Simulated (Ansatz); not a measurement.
Cs2AgBiBr6:

```
CELL_PARAMETERS angstrom
0.00000 5.61610 5.61610
5.61610 0.00000 5.61610
5.61610 5.61610 0.00000
ATOMIC_POSITIONS crystal
Bi 0.00000 0.00000 0.00000
Cs 0.75000 0.75000 0.75000
Cs 0.25000 0.25000 0.25000
Ag 0.50000 0.50000 0.50000
Br 0.74945 0.74945 0.25055
Br 0.25055 0.25055 0.74945
Br 0.74945 0.25055 0.25055
Br 0.74945 0.25055 0.74945
Br 0.25055 0.74945 0.74945
Br 0.25055 0.74945 0.25055
```

Base run:

| Quantity | Value |
| --- | --- |
| Program | Ansatz 0.2.0 |
| Functional | LDA |
| Potentials or basis | Ansatz PAW |
| Cutoff | 420 eV (not typed: the program's choice for these potentials) |
| k mesh | 4 × 4 × 4 |
| Occupations | fermi-dirac, width 0.05 eV |
| Spin | no spin polarisation |

Its results: band gap on the k mesh 1.10 eV, indirect (least direct gap 2.33 eV); pressure -1.5 GPa; largest force 0.329 eV/Å.

Problem. After a change of settings the same cell gave: band gap on the k mesh 1.29 eV, indirect (least direct gap 2.48 eV); pressure 3.7 GPa; largest force 0.342 eV/Å. Which change was it?
A. functional from LDA to r2SCAN; cutoff from 420 eV (not typed: the program's choice for these potentials) to 500 eV (not typed: the program's choice for these potentials)
B. functional from LDA to BLYP
C. functional from LDA to PBEsol

Solution. B.

BLYP binds less tightly than LDA, so the same cell stands under more pressure.

Caveats: spin-orbit coupling is left out, which as a rule narrows the gap of such compounds by several tenths of an eV; the PAW data sets come from PBE, with cores solved anew for the run's functional, which leaves a small shift of forces and pressure; the density of states is complete only up to the lowest level of the last band computed.

Runs at the PBE level aren't shown here.
